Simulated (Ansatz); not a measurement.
# SiO2: the cost of one run

Computed with Ansatz 0.2.0 (DFT PBE, scalar-relativistic, plane waves, PAW, unless a step's input says otherwise).

### 1 The starting structure

The structure is monoclinic, space group P2/m (No. 10). The conventional cell has a = 3.598 Å, b = 2.414 Å, c = 16.000 Å, α = 90.00°, β = 90.00°, γ = 90.00°. Si (site symmetry 2/m) is surrounded by 2 O at 1.43 Å. O (site symmetry m) is surrounded by 1 Si at 1.43 Å.

As a file:

```xyz
3
Lattice="2.4139 0.0000 0.0000 0.0000 3.5979 0.0000 0.0000 0.0000 16.0000" Properties=species:S:1:pos:R:3 pbc="T T F"
Si    1.2070    0.0000    8.0000
O     1.2070    2.4150    8.8115
O     1.2070    1.1829    7.1885
```

Recipe of the guess: random sheet by layer group and Wyckoff sites. Lengths come from tabulated atomic sizes and are only a guess.

It is a sheet, periodic along a and b, with vacuum along c; volumes and pressures of the box carry no meaning, and space groups named for it are those of the box.

### 2 A first look at the guess

The input, input.yaml:

```yaml
crystal:
  lattice:
    - [2.413913, 0.0, 0.0]
    - [0.0, 3.597938, 0.0]
    - [0.0, 0.0, 16.0]
  atoms:
    - { symbol: Si, position: [0.5, 0.0, 0.5] }
    - { symbol: O, position: [0.5, 0.67121732, 0.55071868] }
    - { symbol: O, position: [0.5, 0.32878268, 0.44928132] }
  periodic: [true, true, false]
basis:
  ecutwfc: 420
kpoints:
  mp_grid: { grid: [8, 6, 1] }
hamiltonian:
  xc: pbe
scf:
  occupations: { method: gaussian, width: 0.1 }
  lower_state_search: "off"
output:
  forces: true
  stress: true
  eigenvalues: true
```

Run with:

```console
> ansatz run input.yaml --threads 1 --pin off --max-ram 2560MiB --backend cpu --events-out ev --progress --plain --runs-dir out
```

**Question.** How long does this run take on 1 thread of Intel Xeon 6975P-C (Granite Rapids), shared host, and how much memory does it need?

About 2.2 s, with a peak of 0.44 GiB.
